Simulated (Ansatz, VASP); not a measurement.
**One calculation of S, two programs**

INCAR

```
PREC = Accurate
ENCUT = 520
EDIFF = 1E-6
ISMEAR = -1
SIGMA = 0.08
LREAL = F
LASPH = T
NELM = 100
ALGO = Normal
ISIF = 2
LWAVE = F
LCHARG = T
GGA = PE
LELF = T
LVHAR = T
NBANDS = 13
```

The input KPOINTS:

```
regular mesh
0
Gamma
  13 13 13
```

Contents of POSCAR:

```
S
1.0
    0.0000000000      2.8947001619      2.8947001619
    2.8947001619      0.0000000000      2.8947001619
    2.8947001619      2.8947001619      0.0000000000
S
2
Direct
   -0.1250000000     -0.1250000000     -0.1250000000
    0.1250000000      0.1250000000      0.1250000000
```

Input for Ansatz:

```yaml
crystal:
  lattice:
    - [0.0, 2.8947001619, 2.8947001619]
    - [2.8947001619, 0.0, 2.8947001619]
    - [2.8947001619, 2.8947001619, 0.0]
  atoms:
    - { symbol: S, position: [-0.125, -0.125, -0.125] }
    - { symbol: S, position: [0.125, 0.125, 0.125] }
kpoints:
  mp_grid: { grid: [13, 13, 13] }
scf:
  occupations: { method: fermi_dirac, width: 0.08 }
hamiltonian:
  xc: pbe
  pseudopotentials: { kind: nc }
output:
  forces: true
  stress: true
  eigenvalues: true
```

Change from the starting cell: volume scaled by 1, norm-conserving files.

Alike in both runs: task single point; functional PBE; k mesh 13 × 13 × 13; occupations fermi-dirac, width 0.08 eV; no spin polarisation.

|  | VASP | Ansatz |
| --- | --- | --- |
| version | VASP 6.6.1 | Ansatz 0.2.0 |
| potentials or method | VASP PAW PBE potentials, release 64 (S) | norm-conserving pseudopotentials, scalar-relativistic |
| plane-wave cutoff (eV) | 520 | 770 |
| valence electrons in the cell | 12 | 12 |

VASP gave:

* pressure (GPa): 0.0

Estimate Ansatz's values.

pressure (GPa): 0.1.

With one functional, cell and mesh, what is left measures potentials, basis and numerics.
